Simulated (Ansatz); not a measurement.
Predict the output of the script below (the Ansatz DFT code, driven from Python).

Contents of `POSCAR_zro2`:
```text
ZrO2
1.0
   3.59610000    0.00000000    0.00000000
   0.00000000    3.59610000    0.00000000
   0.00000000    0.00000000    5.17700000
Zr O
2 4
Direct
   0.00000000    0.00000000    0.00000000
   0.50000000    0.50000000    0.50000000
   0.00000000    0.50000000    0.20300000
   0.00000000    0.50000000    0.70300000
   0.50000000    0.00000000    0.29700000
   0.50000000    0.00000000    0.79700000
```

`optics_zro2.py`:
```python
"""Independent-particle optical spectrum of ZrO2."""

import ansatz
from ase.io import read
import numpy as np

SETTINGS = {
    "xc": "PBE",
    "kmesh": (6, 6, 4),
    "scf_tol": 1e-08,
}


def main() -> None:
    atoms = read("POSCAR_zro2", format="vasp")
    structure = ansatz.Crystal.from_ase(atoms)

    calc = (
        structure.calculation()
        .functional(SETTINGS["xc"])
        .kpoints(*SETTINGS["kmesh"])
        .occupations(ansatz.OccupationsMethod.FIXED)
        .scf(tolerance=SETTINGS["scf_tol"])
        .optics(energy_step=0.05, nscf_kmesh=(6, 6, 6), broadening_width=0.2, spectra_wanted_up_to=10)
    )
    res = calc.run()
    spectra = res.optics()
    energy, filling = np.asarray(spectra.photon_energy_ev), spectra.band_filling
    gapped = filling.kind == "insulating"
    eps1 = np.asarray(filling.eps1 if gapped else filling.eps1_interband)[:3].mean(axis=0)
    eps2 = np.asarray(filling.eps2 if gapped else filling.eps2_interband)[:3].mean(axis=0)
    print("filling:", filling.kind, "- valid up to", round(spectra.valid_up_to_ev, 2), "eV,", spectra.n_bands, "bands")
    top = min(8, spectra.valid_up_to_ev)
    # mean of xx, yy and zz; between bands only where the bands are partly filled
    print("E (eV)    eps1      eps2")
    for e in np.arange(0.5, top + 0.01, 0.5):
        print(f"{e:5.1f} {np.interp(e, energy, eps1):9.3f} {np.interp(e, energy, eps2):9.3f}")
    if gapped:
        print("eps_inf, bands beyond those summed included:", np.round(filling.eps_inf[:3], 3))
    print("f-sum electrons:", np.round(filling.get("f_sum_n_eff"), 3))


if __name__ == "__main__":
    main()
```

```console
$ python optics_zro2.py
DeckWarning: basis.ecutwfc = 420 eV, auto-derived from the records' recommended cutoffs: set by Zr (normal level)
DeckWarning: scf.convergence.dr2_threshold = 1e-8 eV is looser than 1e-11 eV, the default for `output.optics` on PAW and all-electron files: empty levels that such a close leaves unsettled move lines of the spectra; leave scf.convergence.dr2_threshold unset, [...]
filling: insulating - valid up to 15.77 eV, 42 bands
E (eV)    eps1      eps2
  0.5     5.367     0.000
  1.0     5.430     0.000
  1.5     5.540     0.000
  2.0     5.708     0.000
  2.5     5.954     0.000
  3.0     6.315     0.000
  3.5     6.880     0.000
  4.0     8.043     0.110
  4.5     9.404     1.540
  5.0     9.456     3.998
  5.5     8.603     5.987
  6.0     6.015     6.824
  6.5     6.633     5.545
  7.0     7.009     6.908
  7.5     5.783    10.156
  8.0     2.369    10.838
eps_inf, bands beyond those summed included: [5.869 5.869 5.336]
f-sum electrons: [25.644 25.644 25.174]
```
(Warnings from the package without file and line, shortened.)

Reading the output:
- No spin polarisation was allowed.
- This is a high-temperature or high-pressure form, not the ambient phase.
- Averages over directions belong to no single polarisation, least of all in layered crystals.
- The starting cell is as deposited in a crystallographic database; the results hold for this polymorph, which needn't be the stable one.
- Independent-particle spectra on Kohn-Sham bands hold no excitons, and semilocal gaps are too small.
- Finished in 59 s on 1 thread of Arm Neoverse V1, with other jobs on the host, peak memory 0.93 GiB.
